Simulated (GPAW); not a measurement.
# I (Fmmm) in GPAW: further runs

One crystal, I, is run at these levels: LDA; tasks: band structure, equation of state.

Everything below comes from runs of GPAW 26.7.0. Logs are shortened: lines on timing, memory, paths and dates and some standing lists are left out, and cuts for length are marked. The log counts tension as positive stress, the text compression.

## Step 1: Starting point

It takes space group Fmmm (No. 69, orthorhombic). Conventional cell: a = 4.384 Å, b = 4.731 Å, c = 7.820 Å, α = 90.00°, β = 90.00°, γ = 90.00°. Around I (site symmetry mmm) lie 4 I at 3.23 Å.

## Step 2: Band structure, LDA, spin-orbit coupling, no magnetisation

run.py reads:

```python
import numpy as np
from ase.dft.bandgap import bandgap
from ase.io import read, write
from ase.units import GPa
from gpaw import GPAW, PW
from gpaw.spinorbit import soc_eigenstates

atoms = read('I.xyz')

calc = GPAW(mode=PW(600),
            xc='LDA',
            kpts={'size': (7, 7, 7), 'gamma': True},
            occupations={'name': 'fermi-dirac', 'width': 0.05},
            nbands=10,
            convergence={'density': 1e-05, 'energy': 1e-05},
            maxiter=150,
            txt='gpaw.txt')
atoms.calc = calc
energy = atoms.get_potential_energy()
forces = atoms.get_forces()
stress = atoms.get_stress()
calc.write('gs.gpw')
write('result.traj', atoms)
print(f'Energy: {energy:.6f} eV')
print('Forces (eV/A):')
print(forces.round(4))
print('Stress (GPa):', (stress / GPa).round(3))
print('Fermi level:', round(calc.get_fermi_level(), 4), 'eV')
print(f'Gap: {bandgap(calc)[0]:.4f} eV, direct: {bandgap(calc, direct=True)[0]:.4f} eV')

path = atoms.cell.bandpath('GYCDXGZD1HC,C1Z,XH1,HY,LG', npoints=80, eps=1e-4)
bs_calc = calc.fixed_density(kpts=path, symmetry='off', nbands=20,
                             convergence={'bands': 'CBM+6.0', 'eigenstates': 1e-6}, txt='bands.txt')
bs = bs_calc.band_structure()
bs.write('bs.json')
print(f'Gap on the path: {bandgap(bs_calc)[0]:.4f} eV')

soc = soc_eigenstates(bs_calc, theta=0, phi=0)
np.savetxt('soc_bands.dat', soc.eigenvalues(), fmt='%.4f')
mesh = soc_eigenstates('gs.gpw', theta=0, phi=0)
np.savetxt('soc_mesh.dat', mesh.eigenvalues(), fmt='%.4f')
print('Fermi level with spin-orbit coupling:', round(mesh.fermi_level, 4), 'eV')
```

I.xyz reads:

```xyz
1
Lattice="0.0000000000 2.3656004428 3.9098401324 2.1922454667 0.0000000000 3.9098401324 2.1922454667 2.3656004428 0.0000000000" Properties=species:S:1:pos:R:3 pbc="T T T"
I      0.0000000000      0.0000000000      0.0000000000
```

Potentials or basis: the program's PAW data sets (release 1.2.1) made for this functional, pw.

The run is started by

```console
OMP_NUM_THREADS=1 python run.py
```

gpaw.txt:

```text
__  _  _
 | _ |_)|_||  |
 |__||  | ||/\| - 26.7.0

Input parameters:
  mode=PW(ecut=600.0),
  convergence={'density': 1e-05, 'energy': 1e-05},
  kpts=MonkhorstPack(size=(7, 7, 7), gamma=True),
  maxiter=150,
  nbands=10,
  occupations=Occupations(name='fermi-dirac', width=0.05),
  xc=XC(name='LDA')

Diagonalizing LCAO Hamiltonian
Converting LCAO to pw mode

       I

Atoms  # Å, Bohr magnetons
|   | symbol |        x |        y |        z |    initial magnetic moments |
|---|--------|----------|----------|----------|-----------------------------|
| 0 |      I | 0.000000 | 0.000000 | 0.000000 | ( 0.0000,  0.0000,  0.0000) |

Unit cell  # Å
| periodic |        x |        y |        z |  lengths |    angles |
|----------|----------|----------|----------|----------|-----------|
|      yes | 0.000000 | 2.365600 | 3.909840 | 4.569783 | 70.583691 |
|      yes | 2.192245 | 0.000000 | 3.909840 | 4.482498 | 67.685544 |
|      yes | 2.192245 | 2.365600 | 0.000000 | 3.225214 | 41.730765 |

Number of symmetries: 8
Symmetry operations  # r_c * U_cc + t_c -> r_c
|   | kind |            matrix            |
|---|------|------------------------------|
| 0 |  σ   |  1, 0, 0,  1, 0,-1,  1,-1, 0 |
| 1 |  E   |  1, 0, 0,  0, 1, 0,  0, 0, 1 |
| 2 |  C2  |  0, 1,-1,  1, 0,-1,  0, 0,-1 |
| 3 |  σ   |  0, 1,-1,  0, 1, 0, -1, 1, 0 |
| 4 |  C2  |  0,-1, 1,  0,-1, 0,  1,-1, 0 |
| 5 |  σ   |  0,-1, 1, -1, 0, 1,  0, 0, 1 |
| 6 |  i   | -1, 0, 0,  0,-1, 0,  0, 0,-1 |
| 7 |  C2  | -1, 0, 0, -1, 0, 1, -1, 1, 0 |

BZ-sampling:
  Number of BZ points: 343
  Number of IBZ points: 64

  Monkhorst-Pack size: [7, 7, 7]
  Monkhorst-Pack shift: [0, 0, 0]

K-points  # in reciprocal-cell coordinates
|     |                                coordinates |     weight |
|-----|--------------------------------------------|------------|
|   0 | (  0.00000000,   0.00000000,   0.00000000) | 0.00291545 |
|   1 | (  0.00000000,   0.14285714,   0.14285714) | 0.00583090 |
|   2 | (  0.00000000,   0.28571429,   0.28571429) | 0.00583090 |
|   3 | (  0.00000000,   0.42857143,   0.42857143) | 0.00583090 |
|   4 | (  0.14285714,  -0.42857143,  -0.42857143) | 0.01166181 |
|   5 | (  0.14285714,  -0.28571429,  -0.42857143) | 0.01166181 |
|   6 | (  0.14285714,   0.00000000,   0.14285714) | 0.00583090 |
|   7 | (  0.14285714,   0.14285714,   0.00000000) | 0.00583090 |
|   8 | (  0.14285714,   0.14285714,   0.14285714) | 0.02332362 |
|   9 | (  0.14285714,   0.14285714,   0.28571429) | 0.01166181 |
| ... |                                            |            |
|  63 | (  0.42857143,   0.42857143,   0.42857143) | 0.02332362 |

Plane wave coefficients: 1381
Cutoff: 600.0 eV

Spin-components: 1 (collinear spins)
Bands:           10
Projectors:      5
Spin-degeneracy: 2
Datatype:        complex128

Parallelization:
  kpt:    1
  domain: 1
  band:   1

Density:
  Valence electrons: 7.0
  Components: 1
  Grid points: [27 27 27]
  Charge: 0.0  # |e|

Potential:
  Grid points: [27 27 27]

species:
  I:
    name:    Iodine
    Z:       53.0
    valence: 7
    core:    46
    charge:  0.0  # [|e|]
    compensation charges:
      type: gauss
      rc: 0.37  # [Å]
      lmax: 2
    cutoffs:
      filter: 2.06  # [Å]
      core: 2.90  # [Å]
    projectors
    | kind |    occ | energy [eV] | rcut [Å] |
    |------|--------|-------------|----------|
    |   5s |  2.000 |     -17.626 |    1.164 |
    |   5p |  5.000 |      -7.241 |    1.164 |
    |    s |        |       9.585 |    1.164 |
    |    p |        |      19.970 |    1.164 |
    |    d |        |       0.000 |    1.164 |

    Using partial waves for I as LCAO basis

Reference energy: -193383.485229  # eV

eigensolver:
  PPCG
  Converge bands: occupied
  niter=2

density mixing:
  MSR1-Mixer
  Pratt-step length: 0.05
  Maximum mixing coefficient: 0.75
  Old densities: 10
  SVD Regularization: 0.005
  Good broyden scale: 1.0
  Trust region scale: 1.0
  Backstep threshold: 4.0
  History deletion threshold: 6.0
  Fourier metric: weight=20.0, sigma=0.015

occupation numbers:
  Fermi-Dirac:
    width: 0.0500  # eV

poisson solver:
  ecut: 4800.0  # eV

xc functional:
  name: None

convergence criteria:
[... 6 lines left out ...]
|iter     | |      energy | eigst |  dens |
|---------|-|-------------|-------|-------|
|iter:   1| |   -1.892837 | -0.87 |       |
|iter:   2| |   -1.888139 | -2.93 | -1.33 |
|iter:   3| |   -1.850035 | -2.67 | -1.36 |
|iter:   4| |   -1.848599 | -4.06 | -1.99 |
|iter:   5| |   -1.848534 | -5.12 | -2.52 |
|iter:   6| |   -1.848533c| -6.71 | -3.15 |
|iter:   7| |   -1.848533c| -7.55c| -4.23 |
|iter:   8| |   -1.848533c| -8.22c| -4.90 |
|iter:   9| |   -1.848533c| -8.79c| -5.95c|

Converged in 9 steps
Energy contributions relative to reference atoms: (reference = -193383.485229)

Energy contributions:
  Kinetic:          -0.768909
  Coulomb:           0.849536
  Zero:             -0.004415
  External:          0.000000
  Xc:               -1.921662
  Entropy:          -0.006167
  Spinorbit:         0.000000
  ----------------------------
  Free energy:      -1.851616
  Extrapolated:     -1.848533

dipole moment: (-21.630472, -23.340933, -38.577654)  # |e|*Ang

Fermi level: 2.970
Eigenvalues  # (at kpt = [0.000, 0.000, 0.000])
| band index |      eig [eV] | occ [0-2] |
|------------|---------------|-----------|
|          0 |       -10.835 |     2.000 |
|          1 |         1.213 |     2.000 |
|          2 |         3.848 |     0.000 |
|          3 |         4.135 |     0.000 |
|          4 |         7.385 |     0.000 |
|          5 |        10.748 |     0.000 |
|          6 |        11.288 |     0.000 |
|          7 |        15.370 |     0.000 |
|          8 |        15.682 |     0.000 |
|          9 |        15.683 |     0.000 |

No gap
No difference between direct/indirect transitions

Forces  # eV/Ang
|       x |       y |        z |
|---------|---------|----------|
| 0.00000 | 0.00000 | -0.00000 |  # I    0

Stress tensor  # eV/Ang^3
|        x |         y |         z |
|----------|-----------|-----------|
| 0.014507 |  0.000000 |  0.000000 |
| 0.000000 |  0.017932 | -0.000000 |
| 0.000000 | -0.000000 |  0.006335 |

# Writing to gs.gpw (mode='')
```

Wall time 37 s (1 thread of Arm Neoverse V2, shared host); peak memory 0.25 GiB.

What came out:

| Property | Result |
| --- | --- |
| Free energy | -1.8516 eV |
| Pressure | -2.1 GPa |
| Band gap along the path | none (metal or under the smearing width) |

Levels at the corners of the path, in eV from the Fermi level:
| point | band 6 | band 7 | band 8 | band 9 | band 10 | band 11 |
| --- | --- | --- | --- | --- | --- | --- |
| Γ | 0.50 | 1.46 | 1.46 | 4.30 | 4.30 | 7.67 |
| Y | -3.37 | -0.35 | -0.35 | 3.90 | 3.90 | 6.57 |
| C | -3.23 | -0.99 | -0.99 | 5.27 | 5.27 | 6.78 |
| D | -3.46 | -0.78 | -0.78 | 4.02 | 4.02 | 5.85 |
| X | -3.54 | -0.64 | -0.64 | 3.84 | 3.84 | 5.69 |
| Γ | 0.50 | 1.46 | 1.46 | 4.30 | 4.30 | 7.67 |
| Z | 0.17 | 1.23 | 1.23 | 7.09 | 7.09 | 7.23 |
| D1 | -3.46 | -0.78 | -0.78 | 4.02 | 4.02 | 5.85 |
| H | -3.52 | -0.61 | -0.61 | 3.96 | 3.96 | 6.09 |
| C | -3.23 | -0.99 | -0.99 | 5.27 | 5.27 | 6.78 |
| C1 | -3.23 | -0.99 | -0.99 | 5.27 | 5.27 | 6.78 |
| Z | 0.17 | 1.23 | 1.23 | 7.09 | 7.09 | 7.23 |
| X | -3.54 | -0.64 | -0.64 | 3.84 | 3.84 | 5.69 |
| H1 | -3.52 | -0.61 | -0.61 | 3.96 | 3.96 | 6.09 |
| H | -3.52 | -0.61 | -0.61 | 3.96 | 3.96 | 6.09 |
| Y | -3.37 | -0.35 | -0.35 | 3.90 | 3.90 | 6.57 |
| L | -1.71 | 1.75 | 1.75 | 4.66 | 4.66 | 9.26 |
| Γ | 0.50 | 1.46 | 1.46 | 4.30 | 4.30 | 7.67 |

Caveat: spin-orbit coupling was added after a scalar SCF, so levels and gaps hold it while energy, forces, pressure and moments don't; this program's spin-orbit splittings come out too wide for heavy elements.

## Step 3: Equation of state, LDA

run.py reads:

```python
from ase import Atoms
from ase.eos import EquationOfState
from ase.io import Trajectory
from ase.units import GPa
from gpaw import GPAW, PW

atoms = Atoms(['I'],
              cell=[[0.0, 2.3656004428, 3.9098401324],
                    [2.1922454667, 0.0, 3.9098401324],
                    [2.1922454667, 2.3656004428, 0.0]],
              scaled_positions=[[0.0, 0.0, 0.0]],
              pbc=True)

traj = Trajectory('eos.traj', 'w')
volumes, energies = [], []
for x in [0.94, 0.96, 0.98, 1.0, 1.02, 1.04, 1.06]:
    a = atoms.copy()
    a.set_cell(atoms.cell * x**(1 / 3), scale_atoms=True)
    calc = GPAW(mode=PW(800),
                xc='LDA',
                kpts={'size': (7, 7, 7), 'gamma': True},
                occupations={'name': 'fermi-dirac', 'width': 0.05},
                setups='hgh',
                nbands=-7,
                convergence={'density': 1e-05, 'energy': 1e-05},
                maxiter=150,
                txt=f'eos-{x:.2f}.txt')
    a.calc = calc
    energies.append(a.get_potential_energy(force_consistent=True))
    volumes.append(a.get_volume())
    p = -a.get_stress()[:3].mean() / GPa
    calc.write(f'eos-{x:.2f}.gpw')
    traj.write(a)
    print(f'{x:.2f} {volumes[-1]:10.4f} A^3 {energies[-1]:14.6f} eV {p:9.3f} GPa', flush=True)

v0, e0, B = EquationOfState(volumes, energies, eos='birchmurnaghan').fit()
print(f'V0 = {v0:.4f} A^3, E0 = {e0:.6f} eV, B0 = {B / GPa:.2f} GPa')
```

Potentials or basis: HGH pseudopotentials, pw.

The run is started by

```console
OMP_NUM_THREADS=1 python run.py
```

Wall time 2.4 min (1 thread of Arm Neoverse V2, shared host); peak memory 0.31 GiB.

The run converged. Its results:

```
Equilibrium volume                        : 37.82 Å³/atom (rough: see the caveat)
Bulk modulus at fixed shape and positions : 33 GPa (rough)
```

Energy against volume, from the lowest point:
| volume (Å³/atom) | energy (meV/atom) |
| --- | --- |
| 38.120 | 0.00 |
| 38.931 | 2.93 |
| 39.742 | 8.86 |
| 40.553 | 17.42 |
| 41.364 | 28.27 |
| 42.175 | 41.12 |
| 42.986 | 55.70 |

Caveat: the minimum lies outside the volumes run; the cell was scaled at fixed shape and fractional positions, which overstates the stiffness of a crystal with free parameters, most of all of layers and chains; HGH potentials are hard and often keep d shells in the core, so these values are rough.
